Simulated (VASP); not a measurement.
Output of a VASP run:

**OUTCAR**
```
 ion  position               nearest neighbor table
   1  0.000  0.000  0.000-
   2  0.500  0.500  0.500-
  LATTYP: Found a simple cubic cell.
 ALAT       =     4.5234049371
 Subroutine PRICEL returns:
 Original cell was already a primitive cell.
 Subroutine GETGRP returns: Found 48 space group operations
The static configuration has the point symmetry O_h .
The dynamic configuration has the point symmetry O_h .
 Subroutine INISYM returns: Found 48 space group operations
 Subroutine IBZKPT returns following result:
 Found     20 irreducible k-points:

 Following reciprocal coordinates:
            Coordinates               Weight
  0.000000  0.000000  0.000000      1.000000
  0.142857  0.000000  0.000000      6.000000
  0.285714  0.000000  0.000000      6.000000
  0.428571  0.000000  0.000000      6.000000
  0.142857  0.142857  0.000000     12.000000
  0.285714  0.142857  0.000000     24.000000
  0.428571  0.142857  0.000000     24.000000
  0.285714  0.285714  0.000000     12.000000
  0.428571  0.285714  0.000000     24.000000
  0.428571  0.428571  0.000000     12.000000
  0.142857  0.142857  0.142857      8.000000
  0.285714  0.142857  0.142857     24.000000
  0.428571  0.142857  0.142857     24.000000
  0.285714  0.285714  0.142857     24.000000
  0.428571  0.285714  0.142857     48.000000
  0.428571  0.428571  0.142857     24.000000
  0.285714  0.285714  0.285714      8.000000
  0.428571  0.285714  0.285714     24.000000
  0.428571  0.428571  0.285714     24.000000
  0.428571  0.428571  0.428571      8.000000
   k-points           NKPTS =     20   k-points in BZ     NKDIM =     20   number of bands    NBANDS=     12
   number of dos      NEDOS =    601   number of ions     NIONS =      2
   total plane-waves  NPLWV =  46656
   dimension x,y,z NGX =    36 NGY =   36 NGZ =   36
   dimension x,y,z NGXF=    72 NGYF=   72 NGZF=   72
   ions per type =               1   1
   PREC   = accura    normal or accurate (medium, high low for compatibility)
   ISTART =      0    job   : 0-new  1-cont  2-samecut
   ICHARG =      2    charge: 1-file 2-atom 10-const
   ISPIN  =      1    spin polarized calculation?
   LNONCOLLINEAR =      F non collinear calculations
   LSORBIT =      F    spin-orbit coupling
   INIWAV =      1    electr: 0-lowe 1-rand  2-diag
   ENCUT  =  520.0 eV  38.22 Ry    6.18 a.u.   8.41  8.41  8.41*2*pi/ulx,y,z
   NELM   =    100;   NELMIN=  2; NELMDL= -5     # of ELM steps
   EDIFF  = 0.1E-06   stopping-criterion for ELM
   LREAL  =      F    real-space projection
   NLSPLINE    = F    spline interpolate recip. space projectors
   LMAXMIX     =    4 max onsite mixed and CHGCAR
   VOSKOWN=      0    Vosko Wilk Nusair interpolation
   EDIFFG = 0.1E-05   stopping-criterion for IOM
   NSW    =      0    number of steps for IOM
   NBLOCK =      1;   KBLOCK =      1    inner block; outer block
   IBRION =     -1    ionic relax: 0-MD 1-quasi-New 2-CG
   NFREE  =      0    steps in history (QN), initial steepest desc. (CG)
   ISIF   =      2    stress and relaxation
   ISYM   =      2    0-nonsym 1-usesym 2-fastsym
   TEIN   =    0.0    initial temperature
   TEBEG  =    0.0;   TEEND  =   0.0 temperature during run
   SMASS  =  -3.00    Nose mass-parameter (am)
   PSTRESS=    0.0 pullay stress
   NELECT =      16.0000    total number of electrons
   EFERMI =   0.00;   METHOD = LEGACY
   ISMEAR =    -5;   SIGMA  =   0.20  broadening in eV -4-tet -1-fermi 0-gaus
   IALGO  =     38    algorithm
   LDIAG  =      T    sub-space diagonalisation (order eigenvalues)
   IMIX   =      4    mixing-type and parameters
     AMIX     =   0.40;   BMIX     =  1.00
     AMIX_MAG =   1.60;   BMIX_MAG =  1.00
     AMIN     =   0.10
   GGA     = CX    functional components
   VOSKOWN =     0    Vosko Wilk Nusair interpolation
   LHFCALC =     F    Hartree Fock is set to
   LHFONE  =     F    Hartree Fock one center treatment
...
```

OSZICAR:
```
       N       E                     dE             d eps       ncg     rms          rms(c)
DAV:   1     0.986601006910E+02    0.98660E+02   -0.61967E+03   480   0.110E+03
DAV:   2     0.596576085414E+01   -0.92694E+02   -0.88467E+02   736   0.170E+02
DAV:   3    -0.847814938388E+00   -0.68136E+01   -0.67904E+01   612   0.536E+01
DAV:   4    -0.937180778158E+00   -0.89366E-01   -0.89343E-01   564   0.763E+00
DAV:   5    -0.938335656196E+00   -0.11549E-02   -0.11548E-02   620   0.907E-01    0.142E+00
DAV:   6    -0.830289055835E+00    0.10805E+00   -0.15385E-01   528   0.191E+00    0.103E+00
DAV:   7    -0.812604596759E+00    0.17684E-01   -0.12875E-01   568   0.183E+00    0.509E-01
DAV:   8    -0.818031437532E+00   -0.54268E-02   -0.11464E-02   520   0.729E-01    0.857E-02
DAV:   9    -0.818801557932E+00   -0.77012E-03   -0.10477E-03   580   0.232E-01    0.684E-02
DAV:  10    -0.818990195732E+00   -0.18864E-03   -0.25531E-04   540   0.115E-01    0.135E-02
DAV:  11    -0.818998231969E+00   -0.80362E-05   -0.46173E-05   592   0.397E-02    0.469E-03
DAV:  12    -0.819001141405E+00   -0.29094E-05   -0.83119E-06   544   0.214E-02    0.225E-03
DAV:  13    -0.819001227346E+00   -0.85940E-07   -0.29867E-07   588   0.362E-03
   1 F= -.81900123E+00 E0= -.81900123E+00  d E =0.000000E+00
```

OUTCAR:
```
------------------------ aborting loop because EDIFF is reached ----------------------------------------
  FORCE on cell =-STRESS in cart. coord.  units (eV):
  Direction    XX          YY          ZZ          XY          YZ          ZX
  --------------------------------------------------------------------------------------
  Total       -0.0149658     -0.0149658     -0.0149658      0.0000000      0.0000000      0.0000000
  in kB       -0.2590674     -0.2590674     -0.2590674      0.0000000      0.0000000      0.0000000
  external PRESSURE =      -0.2590674 kB  Pullay stress =       0.0000000 kB
  volume of cell :       92.55
      direct lattice vectors                 reciprocal lattice vectors
     4.523404937  0.000000000  0.000000000     0.221072403  0.000000000  0.000000000
     0.000000000  4.523404937  0.000000000     0.000000000  0.221072403  0.000000000
     0.000000000  0.000000000  4.523404937     0.000000000  0.000000000  0.221072403
 POSITION                                       TOTAL-FORCE (eV/Angst)
 -----------------------------------------------------------------------------------
      0.00000      0.00000      0.00000         0.000000      0.000000      0.000000
      2.26170      2.26170      2.26170         0.000000      0.000000      0.000000
 -----------------------------------------------------------------------------------
    total drift:                               -0.000000      0.000000      0.000000
  FREE ENERGIE OF THE ION-ELECTRON SYSTEM (eV)
  ---------------------------------------------------
  free  energy   TOTEN  =        -0.8190012273 eV

  energy  without entropy=       -0.8190012273  energy(sigma->0) =       -0.81900123

 total charge

# of ion       s       p       d       tot
------------------------------------------
    1        1.833   4.691   0.032   6.555
    2        1.496   2.830   0.002   4.328
--------------------------------------------------
tot          3.329   7.521   0.034  10.884
```
(Selected blocks of OUTCAR.)

**POSCAR**
```
CsI
1
    4.5234049371     0.0000000000     0.0000000000
    0.0000000000     4.5234049371     0.0000000000
    0.0000000000     0.0000000000     4.5234049371
Cs I
1 1
Direct
  0.0000000000   0.0000000000   0.0000000000
  0.5000000000   0.5000000000   0.5000000000
```

Write an INCAR and KPOINTS that could have produced this output.

Several could match; the one computed here: the input of the run itself, vdW-DF-cx, plane waves, VASP's PBE PAW potentials (set 64).

INCAR:
```
AGGAC = 0.0
ALGO = Normal
EDIFF = 1E-7
ENCUT = 520
GGA = CX
ISIF = 2
ISMEAR = -5
LASPH = T
LCHARG = T
LMAXMIX = 4
LORBIT = 11
LREAL = F
LUSE_VDW = T
LWAVE = F
NEDOS = 601
NELM = 100
PREC = Accurate
SYSTEM = CsI
```

KPOINTS:
```
Regular mesh
0
Gamma
7 7 7
```

POTCAR, in this order: Cs_sv I (PBE.64 set). Program: vasp_std.

The compound is CsI in the CsCl type structure. It was relaxed first.
